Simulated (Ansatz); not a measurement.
## Bi2Se3: stiffness from a series of strains

```xyz
5
Lattice="2.0715 1.1960 9.5453 -2.0715 1.1960 9.5453 0.0000 -2.3920 9.5453" Properties=species:S:1:pos:R:3 pbc="T T T"
Bi    0.0000    0.0000   11.4773
Bi    0.0000    0.0000   17.1587
Se    0.0000    0.0000    0.0000
Se    0.0000    0.0000    6.0622
Se    0.0000    0.0000   22.5738
```

Atoms are numbered in the order listed.

The conventional cell has a = 4.143 Å, b = 4.143 Å, c = 28.636 Å, α = 90.00°, β = 90.00°, γ = 120.00°. Bi (atom 1) has 6 Se at 2.85 to 3.07 Å as nearest neighbours. Around Se (atom 3) lie 6 Bi at 3.07 Å. Se (atom 4) is surrounded by 3 Bi at 2.85 Å.

The cell is COD entry 9011965, as deposited and not checked against the literature; nothing was relaxed.

No spin–orbit coupling, which matters for the heavy atoms here.

Method: Ansatz 0.2.0, DFT, PBE, all-electron LAPW, scalar-relativistic.

Numerical set-up: a Γ-centred 6×6×6 k mesh, Fermi–Dirac smearing of 0.03 eV, basis error target 0.5 meV/atom, no spin polarisation.

The strain is applied along the Cartesian axes of the cell as listed (the other components stay zero). Fractional coordinates are held (clamped ions).

σ is the change of stress from the unstrained cell, which is at 2.53 GPa; tension is positive, so slopes are stress–strain coefficients at that pressure.

Only quantities that a quadratic follows smoothly over the whole series are listed; rougher ones are left out.

| εxx = εyy | σzz (GPa) | σxx (GPa) |
| --- | --- | --- |
| -0.0300 | -3.84 | -5.14 |
| -0.0200 | -2.42 | -3.28 |
| -0.0100 | -1.15 | -1.57 |
| 0.0000 | 0.00 | 0.00 |
| 0.0100 | 1.03 | 1.44 |
| 0.0300 | 2.78 | 3.95 |

Q: Fit the series and read off the stiffness at zero strain.

A: Least-squares fits y = p0 + p1 x + p2 x² to the rows give σzz (GPa): p1 = 110, p2 = -590; σxx (GPa): p1 = 151, p2 = -660. So C13 + C23 = 110 GPa and C11 + C12 = 151 GPa, for these axes.

Q: One run, at εxx = εyy = 0.0200, is withheld. Predict its row.

A: The fits give 1.97, 2.76; the run gave 1.95, 2.75.
